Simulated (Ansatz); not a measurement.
## GaSb: a fit and a missing row

GaSb, F-43m, a = 6.111 Å. Ansatz: PBEsol, PAW, 420 eV, Γ-centred 12×12×12 mesh on 2 atoms, Gaussian smearing 0.10 eV; no spin polarisation. Symmetry fixes shape and atoms, so the cell is only scaled; pressure is positive in compression.

| V (Å³/atom) | P (GPa) |
| --- | --- |
| 25.106 | 8.94 |
| 25.962 | 6.09 |
| 26.818 | 3.69 |
| 27.674 | 1.68 |
| 28.530 | 0.00 |
| 29.385 | -1.42 |
| 30.241 | ? |
| 31.383 | -3.92 |

**Question.** Take V0 = 28.530 Å³/atom, fit the third-order Birch–Murnaghan form to the other rows, and predict the missing pressure.

**Answer.** With the Eulerian strain f = ½[(V0/V)^(2/3) − 1] and y = P/[3f(1 + 2f)^(5/2)], the form is the line y = B0 + 1.5 B0 (B0′ − 4) f. Rows (f, y): 0.04449, 54.1; 0.03245, 53.5; 0.02106, 52.7; 0.01026, 51.9; -0.00975, 51.0; -0.03078, 49.8. Means f = 0.01129, y = 52.167; Σ(Δf)² = 0.003859, ΣΔfΔy = 0.2220; the slope is their ratio. y = 51.52 + 57.53 f GPa, so B0 = 51.5 GPa and B0′ = 4 + 2 × (57.53)/(3 × 51.52) = 4.74. At V = 30.241, f = -0.01904, y = 50.42 and P = -2.61 GPa. The run gave -2.62 GPa, so the fit is 0.01 GPa too high, within twice the rms miss on the fitted rows (0.006 GPa).